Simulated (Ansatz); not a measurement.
# WS2 in Ansatz: band structure with BLYP

Aim: the band structure of WS2 with BLYP.

All numbers are computed with Ansatz 0.2.0; they aren't measurements. Logs are shortened: lines on timing, memory, paths and dates and some standing lists are left out, and cuts for length are marked.

## 1. The slab as given

The cell holds a slab with vacuum, 12 atoms: a = 3.183 Å, b = 3.183 Å, c = 35.181 Å, α = 90.00°, β = 90.00°, γ = 120.00°.

## 2. Band structure, BLYP

input.yaml

```yaml
crystal:
  lattice:
    - [3.1831225544, 0.0, 0.0]
    - [-1.5915612772, 2.7566649955, 0.0]
    - [0.0, 0.0, 35.1805582101]
  atoms:
    - { symbol: W, position: [0.3333333333, 0.6666666667, 0.59231661] }
    - { symbol: W, position: [0.3333333333, 0.6666666667, 0.2234] }
    - { symbol: W, position: [0.6666666667, 0.3333333333, 0.7766] }
    - { symbol: W, position: [0.6666666667, 0.3333333333, 0.40768339] }
    - { symbol: S, position: [0.3333333333, 0.6666666667, 0.82114964] }
    - { symbol: S, position: [0.3333333333, 0.6666666667, 0.45202369] }
    - { symbol: S, position: [0.6666666667, 0.3333333333, 0.63662107] }
    - { symbol: S, position: [0.6666666667, 0.3333333333, 0.26774184] }
    - { symbol: S, position: [0.3333333333, 0.6666666667, 0.73225816] }
    - { symbol: S, position: [0.3333333333, 0.6666666667, 0.36337893] }
    - { symbol: S, position: [0.6666666667, 0.3333333333, 0.54797631] }
    - { symbol: S, position: [0.6666666667, 0.3333333333, 0.17885036] }
hamiltonian:
  xc: blyp
  pseudopotentials: { kind: paw }
kpoints:
  mp_grid: { grid: [10, 10, 1] }
  band_path:
    path:
      - [[0.0, 0.0, 0.0], [0.5, 0.0, 0.0], [0.3333333333, 0.3333333333, 0.0], [0.0, 0.0, 0.0], [0.0, 0.0, 0.5], [0.5, 0.0, 0.5], [0.3333333333, 0.3333333333, 0.5], [0.0, 0.0, 0.5]]
      - [[0.5, 0.0, 0.5], [0.5, 0.0, 0.0]]
      - [[0.3333333333, 0.3333333333, 0.0], [0.3333333333, 0.3333333333, 0.5]]
    npoints: 10
scf:
  occupations: { method: fermi_dirac, width: 0.05 }
  n_extra_bands: 30
output:
  forces: true
  stress: true
  eigenvalues: true
  fatbands: false
  write_density: true
  write_potential: true
  elf: true
  volumetric_format: npy
```

Potentials or basis: Ansatz PAW.

Command:

```bash
$ ansatz run input.yaml --threads 4 --pin off --max-ram 11264MiB --backend cpu --events-out ev --progress --plain --runs-dir out
```

Output:

```text
Warning: RAYON_NUM_THREADS=4 ignored (pool sized by the plan → 4); use --threads N
scf.n_extra_bands = 30 over 52 filled bands (N_el = 104.0): the run solves 82 bands
Engine: ansatz 0.2.0, aarch64-unknown-linux-gnu
Pseudopotentials: kind: paw
Pseudopotential: W, paw, valence charge 14, recommended cutoff 420 eV (normal), W.paw.azcp
Pseudopotential: S, paw, valence charge 6, recommended cutoff 420 eV (normal), S.paw.azcp
Functional definition: BLYP
  parameter beta = 0.0042
  parameter a = 0.04918
  parameter b = 0.132
  parameter c = 0.2533
  parameter d = 0.349
  exchange = b88_x(beta = beta)
  correlation = lyp_c(a = a, b = b, c = c, d = d)
Crystal: 12 atoms, lattice volume = 308.702 Å³
Basis set: ecut = 420 eV, 6081 PW (Γ), exchange–correlation on 48×48×480 points (8 copies of the dense FFT grid, shifted against one another)
Bands: 82, of which v1, the nominal top of the filled ones, is band 52 counted from 1 (51 counted from 0)
Symmetry: 12 space group operations
Space group: P-3m1 (ITA 164), of the structure as read, at distance tolerance 6.8e-5 Å
k-points: 14 of 100
Non-local potential: W, projectors of the file, l = 0: 3, l = 1: 2, l = 2: 2, l = 3: 1
Non-local potential: S, projectors of the file, l = 0: 2, l = 1: 2, l = 2: 2
PAW form: soft (Blöchl's): semilocal exchange-correlation on the pseudo side does not see the compensation charge
PAW frozen core: W, regenerated for the run's functional, and the local potential with it (the file was generated under x = pbe(κ = 0.804, μ = 0.2195149727645171), c = pbe(β = 0.06672455060314922))
PAW frozen core: S, regenerated for the run's functional, and the local potential with it (the file was generated under x = pbe(κ = 0.804, μ = 0.2195149727645171), c = pbe(β = 0.06672455060314922))
PAW one-centre angular grid: W, 590 points (default); XC on 64 Gauss nodes
PAW one-centre angular grid: S, 110 points (default); XC on 64 Gauss nodes
Initial density: superposition of atomic densities (neutral atoms: chi_scale 0, normalization atom), corrected by the library's trained network
Initial wavefunctions: pseudopotential atomic-orbital guess
Functional: x = b88, c = lyp
SCF iter   1: F=—  HF=-48897.781082 eV  |F-HF|=—  |Δ(HF+E_count)|=         —  Δρ=8.67e-3  dr2=2.40e-1  ethr=1.77e-3  ⟨swp⟩=7.2  Hψ=5609  notcnv=0  defer=127
preconditioner: auto → Resta (q_TF=auto, 2.276 Å⁻¹)  ε∞=3.8  [insulator: Δε(μ)=1.415 eV  Ē_g=10.788 eV  σ=0.050 eV  W_gap=1.00  n_scr=24 (ndim 8)  ℏωp=17.9 eV  f_vac=0.281  D(μ)=0.00/eV (n_scr^D=0)  ε∞_Penn≈3.8  vacuum switching on, ρ_ref=8.4e-3 e/Å³]
SCF iter   2: F=—  HF=-48897.741767 eV  |F-HF|=—  |Δ(HF+E_count)|=   3.93e-2  Δρ=4.34e-3  dr2=6.29e-2  ethr=2.31e-4  ⟨swp⟩=2.9  Hψ=1867  notcnv=0  defer=249
SCF iter   3: F=—  HF=-48897.739211 eV  |F-HF|=—  |Δ(HF+E_count)|=   2.56e-3  Δρ=2.01e-3  dr2=2.54e-2  ethr=6.05e-5  ⟨swp⟩=2.5  Hψ=1518  notcnv=0  defer=249
SCF iter   4: F=—  HF=-48897.739168 eV  |F-HF|=—  |Δ(HF+E_count)|=   4.27e-5  Δρ=4.97e-4  dr2=1.78e-3  ethr=2.44e-5  ⟨swp⟩=2.1  Hψ=1513  notcnv=0  defer=252
SCF iter   5: F=—  HF=-48897.739135 eV  |F-HF|=—  |Δ(HF+E_count)|=   3.30e-5  Δρ=2.56e-4  dr2=3.54e-4  ethr=1.71e-6  ⟨swp⟩=2.1  Hψ=1301  notcnv=0  defer=252
SCF iter   6: F=—  HF=-48897.739166 eV  |F-HF|=—  |Δ(HF+E_count)|=   3.11e-5  Δρ=8.93e-5  dr2=3.65e-5  ethr=3.41e-7  ⟨swp⟩=2.3  Hψ=1226  notcnv=0  defer=252
SCF iter   7: F=—  HF=-48897.739142 eV  |F-HF|=—  |Δ(HF+E_count)|=   2.45e-5  Δρ=2.40e-5  dr2=6.24e-6  ethr=3.51e-8  ⟨swp⟩=2.3  Hψ=1512  notcnv=0  defer=252
SCF iter   8: F=—  HF=-48897.739142 eV  |F-HF|=—  |Δ(HF+E_count)|=   6.19e-8  Δρ=9.52e-6  dr2=1.66e-6  ethr=6.00e-9  ⟨swp⟩=2.0  Hψ=1153  notcnv=0  defer=252
SCF iter   9: F=-48897.739141 eV  HF=-48897.739141 eV  |F-HF|=4.37e-8  |Δ(HF+E_count)|=   1.30e-7  Δρ=2.23e-6  dr2=5.61e-8  ethr=9.62e-11  ⟨swp⟩=22.7  Hψ=11462  notcnv=0
SCF 1 converged in 9 iterations: F = -48897.739141 eV  dr2 = 5.61e-8
NSCF: frozen V_eff on 93 k-points
WARN: The output density's exchange-correlation potential varies sharply where the density is thin. Do not read a vacuum level from v_tot or v_xc, or from such a field of the output density. On a cell that repeats whose density bears no net charge and no dipole along the vacuum's axis use v_es (v_loc + v_h of the components); under efield.dipole_correction with no amplitude use v_es + v_field, which holds any external_charges[].barrier, or the levels of the report's work_function block, which leave it out; under a non-zero efield.amplitude the vacuum is tilted and has no level; on a cell that repeats and bears such a dipole with no correction it is tilted too, and efield.dipole_correction with no amplitude gives each side of its ramp a level where efield: is served; in a cell that repeats whose density bears a net charge (total_charge, or a fill off its count) it is curved and has none; of a slab under crystal.periodic whose density bears no net charge use v_es, which has a level on each side, short of where the two are joined; of another it falls or rises all the way out and has none; of a slab beside external_charges read slab_vacuum_level instead, which it has where they leave it neutral. The grid or the basis barely resolves most such structure, and the values can differ between equally converged runs; as a rule a tighter scf.convergence.dr2_threshold does not remove it. Where the density itself ripples (under the LDA too) a higher basis.ecutwfc lessens it. The files hold the spikes' plane waves up to the density's cutoff. Files: v_tot_of_output_density and the like, and their columns of v_z.tsv (output.write_potential); v_xc_of_output_density and the like, and their columns of v_comp_z.tsv (output.write_potential_components). Measured: with its Gaussian average of σ = 0.25 Å subtracted twice, the exchange-correlation potential is over 0.1 eV at 44 of the grid points where the equally averaged density (valence and model cores) is under 1e-3 e/Å³, and 0.157 eV at the most among them, at an averaged density of 8.6e-4 e/Å³. The input density's (outcome.potential() and, of a run that writes arrays, v_tot and v_xc) is over 0.1 eV, so measured, at 40 points of its own thin density, 0.160 eV at the most. See output.write_potential in the manual, Limitations
SCF converged after 9 iterations
Free energy (F): -48897.739141 eV
Harris-Foulkes:  -48897.739141 eV  (|F-HF|=4.37e-8)
Internal energy: -48897.739141 eV  (E = F + TS)
E sigma→0 (E₀):  -48897.739141 eV
Entropy (-TS):   -0.000000 eV (-0.000 meV/atom)
Fermi energy:    7.313391 eV
--- Per-component energies (eV) ---
  E_band       = -1248.661768
  E_kinetic    = 2677.283024
  E_local      = -57881.127786  (includes V_loc(G=0)·N_el)
  E_nonlocal   = 236.106537
  E_hartree    = 27944.058341
  E_xc         = -1827.463479
  E_vxc        = -1625.911520  (∫ρ·V_xc dr)
  E_paw        = -39210.249822  (= ΣΔE_a)
  E_vpaw       = -543.157382  (= ΣTr[D̂ρ^β])
  E_aug_tail   = -0.000225  (compensation charges beyond the density's cutoff)
  E_ewald      = 19162.752012
  E_core_change = 0.902257  (= ΣΔE_core)
  E_smearing   = -0.000000  (= −TS)
  E_closure    = 0.000000  (closes the sum)
  Σ components = -48897.739141   (vs F -48897.739141, Δ=0.00e0)
--- Forces (eV/Å), atoms counted from 1 ---
  atom   1  W      0.00000000    -0.00000000    -0.02109122
  atom   2  W      0.00000000    -0.00000000    -0.14002390
  atom   3  W      0.00000000     0.00000000     0.14002390
  atom   4  W     -0.00000000     0.00000000     0.02109122
  atom   5  S     -0.00000000    -0.00000000     0.60966647
  atom   6  S     -0.00000000    -0.00000000     0.64412921
  atom   7  S      0.00000000     0.00000000     0.66213146
  atom   8  S      0.00000000     0.00000000     0.62228604
  atom   9  S     -0.00000000    -0.00000000    -0.62228604
  atom  10  S     -0.00000000    -0.00000000    -0.66213146
  atom  11  S      0.00000000     0.00000000    -0.64412921
  atom  12  S      0.00000000     0.00000000    -0.60966647
  max |Σ_I F_I| component: 1.39e-17 eV/Å
--- Stress (GPa, compression-positive) ---
        6.574390       0.000000       0.000000
       -0.000000       6.574390      -0.000000
        0.000000      -0.000000       5.390239
  P = ⅓ Tr σ = 6.1797 GPa (61.797 kbar)
--- Band table (eV; the first three rows and the last of 14) ---
  k-point 0: bands = ["-67.7750", "-67.7750", "-67.7749", "-67.7749", "-32.0517", "-32.0517", "-32.0497", "-32.0497", "-31.9136", "-31.9136", "-31.9136", "-31.9136", "-31.9105", "-31.9105", "-31.9105", "-31.9105", "-8.5626", "-8.5251", "-8.4838", "-8.4662", "-6.9813", "-6.9209", "-6.8527", "-6.8051", "-0.3012", "-0.1417", "0.0640", "0.2263", "3.3137", "3.3137", "3.3168", "3.3168", "3.3476", "3.3476", "3.3476", "3.3476", "3.5379", "3.8789", "4.3395", "4.5252", "4.5252", "4.5362", "4.5362", "4.5601", "4.5601", "4.5605", "4.5605", "4.7925", "5.9308", "6.2055", "6.4925", "6.6729", "9.0905", "9.0905", "9.0936", "9.0936", "9.1002", "9.1002", "9.1007", "9.1007", "9.1990", "9.1990", "9.2202", "9.2202", "9.2491", "9.2491", "9.2707", "9.2707", "11.2123", "11.3744", "11.5937", "11.7412", "11.7883", "11.9676", "13.1056", "14.7092", "14.7394", "14.9288", "15.0068", "15.0106", "15.1077", "15.1774"]
  k-point 1: bands = ["-67.7735", "-67.7735", "-67.7734", "-67.7733", "-32.0459", "-32.0459", "-32.0439", "-32.0439", "-31.9458", "-31.9458", "-31.9426", "-31.9426", "-31.9211", "-31.9211", "-31.9180", "-31.9180", "-8.4018", "-8.3645", "-8.3233", "-8.3056", "-6.9206", "-6.8624", "-6.7973", "-6.7526", "-0.1083", "0.0499", "0.2552", "0.4183", "2.9180", "2.9243", "2.9530", "2.9532", "3.1988", "3.4444", "3.4720", "3.4770", "3.5067", "3.5068", "3.7004", "3.8505", "4.2797", "4.2922", "4.3161", "4.3168", "4.6498", "4.7345", "4.9023", "5.1495", "5.9008", "6.1159", "6.3226", "6.4420", "8.8382", "8.8694", "8.9183", "8.9644", "8.9734", "9.0421", "9.0525", "9.0530", "9.0608", "9.0758", "9.1071", "9.1353", "9.3746", "9.3865", "9.3985", "9.4028", "11.4886", "11.7468", "12.2766", "12.4108", "12.4250", "12.5487", "13.3345", "14.8729", "14.9204", "15.1627", "15.3025", "15.5370", "15.6206", "15.7443"]
  k-point 2: bands = ["-67.7693", "-67.7693", "-67.7692", "-67.7692", "-32.0306", "-32.0306", "-32.0291", "-32.0291", "-32.0287", "-32.0287", "-32.0257", "-32.0257", "-31.9406", "-31.9406", "-31.9375", "-31.9375", "-7.9549", "-7.9188", "-7.8785", "-7.8610", "-6.7530", "-6.7011", "-6.6450", "-6.6083", "0.3775", "0.5258", "0.7209", "0.8771", "2.0826", "2.1025", "2.1304", "2.1389", "2.5606", "2.7262", "2.8815", "2.9684", "3.7518", "3.7650", "3.7884", "3.7906", "3.8919", "3.9035", "3.9320", "3.9321", "4.5467", "4.6652", "4.8485", "5.0455", "5.6320", "5.6996", "5.7551", "5.7792", "8.3265", "8.4552", "8.6419", "8.7833", "8.8111", "8.8407", "8.8471", "8.8767", "9.0588", "9.1784", "9.2803", "9.3373", "9.9621", "9.9859", "10.0150", "10.0357", "12.0762", "12.3434", "13.3387", "13.4877", "13.5374", "13.7867", "14.0650", "15.1367", "15.1706", "15.2411", "15.3311", "15.4743", "15.5206", "15.7954"]
  k-point 13: bands = ["-67.7566", "-67.7566", "-67.7565", "-67.7565", "-32.1742", "-32.1742", "-32.1703", "-32.1703", "-32.1045", "-32.1045", "-32.1010", "-32.1010", "-31.9840", "-31.9840", "-31.9823", "-31.9823", "-6.2103", "-6.2000", "-6.1784", "-6.1772", "-6.0808", "-6.0694", "-6.0518", "-6.0514", "0.5603", "0.5877", "0.6199", "0.6307", "0.7600", "0.7780", "0.8004", "0.8005", "2.0172", "2.0187", "2.0419", "2.0432", "2.3745", "2.4022", "2.4664", "2.5293", "2.8526", "2.9628", "3.0390", "3.0478", "3.9040", "3.9263", "3.9843", "4.0442", "6.0001", "6.0295", "6.0614", "6.0809", "8.1749", "8.1834", "8.1984", "8.1989", "9.3186", "9.4783", "9.6961", "9.8940", "9.9186", "10.0207", "10.0784", "10.1154", "11.4404", "11.4989", "11.5923", "11.6884", "12.8223", "12.8571", "12.9292", "12.9422", "13.2937", "13.5274", "13.9123", "14.2632", "15.3410", "15.4372", "15.4998", "15.6788", "16.2188", "16.4273"]
```

It took 27 s on 4 threads of Arm Neoverse V1, shared host; peak memory 1.6 GiB.

What came out:

```yaml
Free_energy: -48897.7391 eV
Largest_force: 0.662 eV/Å
Band_gap_on_the_k_mesh: 1.43 eV, indirect (least direct gap 2.09 eV)
Band_gap_along_the_path: 1.31 eV, indirect (least direct gap 1.76 eV)
```

Forces on the atoms (eV/Å):
```
W    0.000  0.000 -0.021
W    0.000  0.000 -0.140
W    0.000  0.000  0.140
W    0.000  0.000  0.021
S    0.000  0.000  0.610
S    0.000  0.000  0.644
S    0.000  0.000  0.662
S    0.000  0.000  0.622
S    0.000  0.000 -0.622
S    0.000  0.000 -0.662
S    0.000  0.000 -0.644
S    0.000  0.000 -0.610
```

Stress tensor (GPa, compression positive):
```
6.57 0.00 0.00
0.00 6.57 0.00
0.00 0.00 5.39
```

Levels at the corners of the path, in eV from the valence-band top:
| point | band 48 | band 49 | band 50 | band 51 | band 52 | band 53 | band 54 | band 55 | band 56 | band 57 |
| --- | --- | --- | --- | --- | --- | --- | --- | --- | --- | --- |
| Γ | -1.88 | -0.74 | -0.47 | -0.18 | 0.00 | 2.42 | 2.42 | 2.42 | 2.42 | 2.43 |
| M | -1.71 | -1.34 | -1.31 | -1.28 | -1.27 | 2.30 | 2.31 | 2.32 | 2.32 | 2.72 |
| K | -2.79 | -0.53 | -0.50 | -0.46 | -0.44 | 1.31 | 1.31 | 1.33 | 1.33 | 2.60 |
| Γ | -1.88 | -0.74 | -0.47 | -0.18 | 0.00 | 2.42 | 2.42 | 2.42 | 2.42 | 2.43 |
| A | -1.88 | -0.74 | -0.47 | -0.18 | 0.00 | 2.42 | 2.42 | 2.42 | 2.42 | 2.43 |
| L | -1.71 | -1.34 | -1.31 | -1.28 | -1.27 | 2.30 | 2.31 | 2.32 | 2.32 | 2.72 |
| H | -2.79 | -0.53 | -0.50 | -0.46 | -0.44 | 1.31 | 1.31 | 1.33 | 1.33 | 2.60 |
| A | -1.88 | -0.74 | -0.47 | -0.18 | 0.00 | 2.42 | 2.42 | 2.42 | 2.42 | 2.43 |
| L | -1.71 | -1.34 | -1.31 | -1.28 | -1.27 | 2.30 | 2.31 | 2.32 | 2.32 | 2.72 |
| M | -1.71 | -1.34 | -1.31 | -1.28 | -1.27 | 2.30 | 2.31 | 2.32 | 2.32 | 2.72 |
| K | -2.79 | -0.53 | -0.50 | -0.46 | -0.44 | 1.31 | 1.31 | 1.33 | 1.33 | 2.60 |
| H | -2.79 | -0.53 | -0.50 | -0.46 | -0.44 | 1.31 | 1.31 | 1.33 | 1.33 | 2.60 |

Caveat: the k mesh misses the band edges, so the gap on the mesh is wider than the one along the path; spin-orbit coupling is left out, which moves the levels of the heavy elements; the PAW data sets come from PBE, with cores solved anew for the run's functional, which leaves a small shift of forces and pressure. A hybrid or GW would open this gap; BLYP tends to underestimate it.
